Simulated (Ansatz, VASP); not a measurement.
## One calculation of CoSi2, two programs

```
CELL_PARAMETERS angstrom
0.00000 2.66183 2.66183
2.66183 0.00000 2.66183
2.66183 2.66183 0.00000
ATOMIC_POSITIONS crystal
Co 0.00000 0.00000 0.00000
Si 0.25000 0.25000 0.25000
Si 0.75000 0.75000 0.75000
```

Alike in both runs: task single point; functional PBE; k mesh 12 × 12 × 12; occupations gaussian, width 0.05 eV; no spin polarisation.

|  | VASP | Ansatz |
| --- | --- | --- |
| version | VASP 6.6.1 | Ansatz 0.2.0 |
| potentials or method | VASP PAW PBE potentials, release 64 (Co, Si) | scalar-relativistic, plane waves, PAW |
| plane-wave cutoff (eV) | 520 | 420 |
| valence electrons in the cell | 17 | 25 |

|  | VASP | Ansatz | Ansatz less VASP |
| --- | --- | --- | --- |
| gap on the k mesh at the Fermi level (eV) | none | none | - |
| pressure (GPa) | 3.6 | 3.8 | +0.16 |

A gap of «none» marks a metal or a gap that the smearing closes. The two sets of potentials don't hold the same shells in valence.

Spin polarisation is off, so any magnetic state and its effect on volume and gap are missing.
